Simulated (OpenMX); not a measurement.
Sc:

```
CELL_PARAMETERS angstrom
-1.91721 1.91721 1.71760
1.91721 -1.91721 1.71760
1.91721 1.91721 -1.71760
ATOMIC_POSITIONS crystal
Sc 0.00000 0.00000 0.00000
```

This isn't the form of Sc at room conditions, which is hcp.

- Program: OpenMX 3.8.5
- Task: single point
- Functional: PBE
- Potentials or basis: OpenMX 2013 PBE set, Sc7.0-s3p2d2, grid cutoff 400 Ry
- k mesh: 11 × 11 × 11
- Occupations: fermi-dirac, width 0.05 eV
- Spin: no spin polarisation

On this cell: pressure -0.8 GPa; band gap on the k mesh none (metal or under the smearing width).

The same run follows on a disturbed copy (cell strained at random at fixed volume):

```
Sc
1.0
    -2.00168    1.96521    1.81529
     1.91710   -1.89426    1.64167
     1.93748    1.83005   -1.73609
Sc
1
Cartesian
  -0.0071 -0.0146 0.0243
```

**Question.** What does the disturbed cell give?

**Answer.** The energy (extrapolated to zero smearing) moves by +11.0 meV/atom; pressure -0.8 GPa; band gap on the k mesh none (metal or under the smearing width).

Caveats: the basis of atomic orbitals isn't converged, which shifts pressures, moduli and gaps.
